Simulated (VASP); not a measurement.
**Be: relaxation of cell and atoms with LDA**

The system is Be.

```
CELL_PARAMETERS angstrom
2.04735 0.00000 0.00000
-1.02367 1.77305 0.00000
0.00000 0.00000 3.26812
ATOMIC_POSITIONS crystal
Be 0.33333 0.66667 0.25000
Be 0.66667 0.33333 0.75000
```

```
Program                : VASP 6.6.1
Task                   : relaxation of cell and atoms
Functional             : LDA
Potentials or basis    : VASP PAW LDA potentials, release 64 (Be)
Cutoff                 : 600 eV
k mesh                 : 18 × 18 × 10
Occupations            : methfessel-paxton, width 0.1 eV
Spin                   : no spin polarisation
Target pressure        : 47.9 GPa
Further INCAR settings : ALGO = Normal; EDIFF = 1e-07; IBRION = 2; EDIFFG = -0.005; NSW = 90; ISIF = 3
Target pressure        : 47.9 GPa
```

| Property | Result |
| --- | --- |
| Pressure after relaxing | 47.9 GPa |
| Band gap on the k mesh | none (metal or under the smearing width) |

Final structure:
```
Be
1.0
     2.04735    0.00000    0.00000
    -1.02367    1.77305    0.00000
     0.00000    0.00000    3.26812
Be
2
Direct
  0.33333 0.66667 0.25000
  0.66667 0.33333 0.75000
```

Levels at points of the mesh, in eV from the Fermi level:
```csv
k point,band 1,band 2,band 3,band 4,band 5,band 6
"(0.00, 0.00, 0.00)",-12.92,-5.91,1.98,19.87,19.87,23.24
"(0.50, 0.00, 0.00)",-6.27,-3.47,4.13,7.38,8.62,11.58
"(0.00, 0.00, 0.50)",-10.65,-10.65,12.65,12.65,21.86,21.86
"(0.50, 0.00, 0.50)",-4.72,-4.72,2.61,2.61,14.71,14.71
```

Run time: 8.2 s on 1 thread of Intel(R) Xeon(R) Platinum 8259CL CPU @ 2.50GHz (Skylake/Cascade Lake) (shared host), peak memory 0.12 GiB.

Caveat: the relaxation stopped at its first step, so nothing moved; the cell is relaxed towards a set pressure, so the enthalpy falls and the energy may rise.
